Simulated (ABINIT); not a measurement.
Crystal: Sb.

```
Sb
1.0
    -1.57654    1.57654    2.71194
     1.57654   -1.57654    2.71194
     1.57654    1.57654   -2.71194
Sb
1
Direct
  0.00000 0.00000 0.00000
```

This isn't the form of Sb at room conditions, which is rhombohedral.

| Property | Result |
| --- | --- |
| Program | ABINIT 10.8.3 (patched build) |
| Task | relaxation of cell and atoms |
| Functional | PBEsol |
| Potentials or basis | JTH PAW PBE v2.0 |
| Cutoff | 435 eV |
| k mesh | 12 × 12 × 12 |
| Occupations | fermi-dirac, width 0.05 eV |
| Spin | no spin polarisation |

At the start: pressure -1.2 GPa; volume 26.96 Å³/atom.

Question: How do energy, volume and symmetry change on relaxing?

Answer: Over 9 steps the energy falls by 5.7 meV/atom and the volume is 26.33 Å³/atom (-2.3 %); space group I4/mmm (No. 139, to 0.05 Å).

Step by step:
| step | energy change (eV) | largest force (eV/Å) | pressure (GPa) | volume (Å³) |
| --- | --- | --- | --- | --- |
| 1 | 0.0000 | 0.0000 | -1.23 | 26.96 |
| 2 | -0.0007 | 0.0000 | -1.00 | 26.86 |
| 3 | -0.0024 | 0.0000 | 0.13 | 26.39 |
| 4 | -0.0025 | 0.0000 | 0.13 | 26.39 |
| 5 | 0.0098 | 0.0000 | 0.69 | 26.64 |
| 6 | -0.0052 | 0.0000 | 0.32 | 26.23 |
| 7 | -0.0056 | 0.0000 | 0.17 | 26.26 |
| 8 | -0.0057 | 0.0000 | -0.07 | 26.36 |
| 9 | -0.0057 | 0.0000 | 0.00 | 26.33 |

Final structure:
```
Sb
1.0
    -1.58978    1.58978    2.60484
     1.58978   -1.58978    2.60484
     1.58978    1.58978   -2.60484
Sb
1
Direct
  0.00000 0.00000 0.00000
```

Caveat: the PAW data sets were made with another functional, which shifts forces and pressure a little.
